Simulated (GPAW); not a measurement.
Runs of GPAW 26.7.0 on LiH. The structure is cubic, space group Fm-3m (No. 225). The conventional cell has a = 4.074 Å, b = 4.074 Å, c = 4.074 Å, α = 90.00°, β = 90.00°, γ = 90.00°. Li (site symmetry m-3m) has 6 H at 2.04 Å as nearest neighbours. H (site symmetry m-3m) is surrounded by 6 Li at 2.04 Å. 

```tsv
cell	target pressure	gap on the mesh (eV)	pressure (GPa)
relaxed to 20 GPa	20 GPa	(a)	20.0
relaxed to 5 GPa	5 GPa	2.85	4.9
relaxed to 2 GPa	2 GPa	(b)	2.4
relaxed to 30 GPa	30 GPa	2.52	29.9
relaxed	-	2.93	0.1
relaxed to 10 GPa	10 GPa	2.78	9.8
```

Alike in all rows: task relaxation of cell and atoms; level PBEsol; potentials or basis PAW data sets generated in the run's folder for this functional, pw; no spin polarisation; k mesh 11 × 11 × 11; cutoff (eV) 800; smearing fermi-dirac 0.05 eV.

Task: Estimate the missing entries.

Result: (a) 2.64; (b) 2.89.

Caveats: later steps reuse the first step's grids; an odd mesh through Γ misses points on the zone boundary, where band edges often lie.
